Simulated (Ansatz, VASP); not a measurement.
**PtS2: VASP beside Ansatz**

The input INCAR:

```
SYSTEM = PtS2
PREC = Accurate ; ENCUT = 520
EDIFF = 1E-6 ; ISMEAR = 0
SIGMA = 0.028000000000000004 ; LREAL = .False.
LASPH = .True. ; NELM = 60
ALGO = Normal ; ISIF = 2
LWAVE = .False. ; LCHARG = .False.
GGA = PE
```

Contents of KPOINTS:

```
regular mesh
0
Gamma
  9 9 5
  0 0 0
```

POSCAR

```
PtS2
1.0
    3.5432000000      0.0000000000      0.0000000000
   -1.7716000000      3.0685012107      0.0000000000
    0.0000000000      0.0000000000      5.0388000000
Pt S
1 2
Direct
    0.0000000000      0.0000000000      0.0000000000
    0.6666666667      0.3333333333      0.7730000000
    0.3333333333      0.6666666667      0.2270000000
```

input.yaml

```yaml
crystal:
  lattice:
    - [3.5432, 0.0, 0.0]
    - [-1.7716, 3.0685012107, 0.0]
    - [0.0, 0.0, 5.0388]
  atoms:
    - { symbol: Pt, position: [0.0, 0.0, 0.0] }
    - { symbol: S, position: [0.6666666667, 0.3333333333, 0.773] }
    - { symbol: S, position: [0.3333333333, 0.6666666667, 0.227] }
hamiltonian:
  xc: pbe
  pseudopotentials: { kind: paw }
kpoints:
  mp_grid: { grid: [9, 9, 5] }
scf:
  occupations: { method: gaussian, width: 0.028 }
output:
  forces: true
  stress: true
  eigenvalues: true
```

Alike in both runs: task single point; functional PBE; k mesh 9 × 9 × 5; occupations gaussian, width 0.028 eV; no spin polarisation.

|  | VASP | Ansatz |
| --- | --- | --- |
| version | VASP 6.6.1 | Ansatz 0.2.0 |
| potentials or method | VASP PAW PBE potentials, release 64 (Pt, S) | Ansatz PAW |
| plane-wave cutoff (eV) | 520 | 420 |
| valence electrons in the cell | 22 | 30 |

VASP gave:

* gap on the k mesh at the Fermi level (eV): 1.03
* least direct gap on the mesh (eV): 1.08
* pressure (GPa): 11.1
* largest component of the traceless stress (GPa): 0.99
* rms of the force components (eV/Å): 0.572

Problem. What did Ansatz give for the same quantities?

Solution. gap on the k mesh at the Fermi level (eV): 1.02; least direct gap on the mesh (eV): 1.07; pressure (GPa): 11.6; largest component of the traceless stress (GPa): 1.17; rms of the force components (eV/Å): 0.592.

Atom by atom the forces differ by 0.021 eV/Å (rms over components). The two sets of potentials don't hold the same shells in valence.

Caveats: spin-orbit coupling is left out, which moves the levels of the heavy elements; forces of over 1 eV/Å show positions far from the minimum, so gaps and moduli don't describe the material at rest; an odd mesh through Γ misses points on the zone boundary, where band edges often lie (VASP); odd divisions of the mesh miss points on the zone boundary, where band edges often lie, so the gap on the mesh can be too wide (Ansatz). PBE gaps usually lie below the measured ones, often by a third to a half.
